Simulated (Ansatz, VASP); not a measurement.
This is a calculation of KBr for Ansatz 0.2.0.

The input input.yaml:

```yaml
crystal:
  lattice:
    - [0.0, 3.2326341588, 3.2326341588]
    - [3.2326341588, 0.0, 3.2326341588]
    - [3.2326341588, 3.2326341588, 0.0]
  atoms:
    - { symbol: Br, position: [0.5, 0.5, 0.5] }
    - { symbol: K, position: [0.0, 0.0, 0.0] }
hamiltonian:
  xc: pbe
  pseudopotentials: { kind: paw }
  dispersion: d3bj
kpoints:
  mp_grid: { grid: [7, 7, 7] }
scf:
  occupations: { method: fermi_dirac, width: 0.05 }
output:
  forces: true
  stress: true
  eigenvalues: true
```

Potentials or basis: Ansatz PAW.

Run with:

```console
$ ansatz run input.yaml --threads 2 --pin off --max-ram 5120MiB --backend cpu --events-out ev --progress --plain --runs-dir out
```

Task: Set up the same calculation for VASP 6.6.1. Potentials there: VASP PAW PBE potentials, release 64 (Br, K_sv).

Result: As run (the cutoff follows the program's own potentials):

File INCAR:

```
PREC     = Accurate       # precision mode
ENCUT    = 520            # plane-wave cutoff, eV
EDIFF    = 1E-7           # SCF threshold, eV
ISMEAR   = -1             # smearing method
SIGMA    = 0.05           # smearing width, eV
LREAL    = False          # projectors in reciprocal space
LASPH    = True           # aspherical terms in the spheres
NELM     = 60             # most SCF steps
ALGO     = Normal         # electronic algorithm
ISIF     = 2              # what is computed and relaxed
LWAVE    = False          # write WAVECAR
LCHARG   = False          # write CHGCAR
GGA      = PE             # functional
IVDW     = 12             # dispersion correction
NBANDS   = 15             # bands
```

KPOINTS

```
regular mesh
0
Gamma
  7 7 7
```

The input POSCAR:

```
KBr
1.0
    0.0000000000      3.2326341588      3.2326341588
    3.2326341588      0.0000000000      3.2326341588
    3.2326341588      3.2326341588      0.0000000000
Br K
1 1
Direct
    0.5000000000      0.5000000000      0.5000000000
    0.0000000000      0.0000000000      0.0000000000
```

Potentials or basis: VASP PAW PBE potentials, release 64 (Br, K_sv).

Command:

```sh
$ cat potpaw_PBE.64/Br/POTCAR potpaw_PBE.64/K_sv/POTCAR > POTCAR
$ mpirun -np 1 vasp_std > vasp.out
```

Both were run:

|  | VASP | Ansatz | Ansatz less VASP |
| --- | --- | --- | --- |
| gap on the k mesh at the Fermi level (eV) | 4.61 | 4.61 | +0.002 |
| least direct gap on the mesh (eV) | 4.61 | 4.61 | +0.002 |
| pressure (GPa) | 0.9 | 0.8 | -0.05 |
| dispersion energy (meV/atom) | -220.5 | -220.6 | -0.07 |

Caveats: odd divisions of the mesh miss points on the zone boundary, where band edges often lie, so the gap on the mesh can be too wide (Ansatz). As with any semilocal functional, this PBE gap is likely too small.
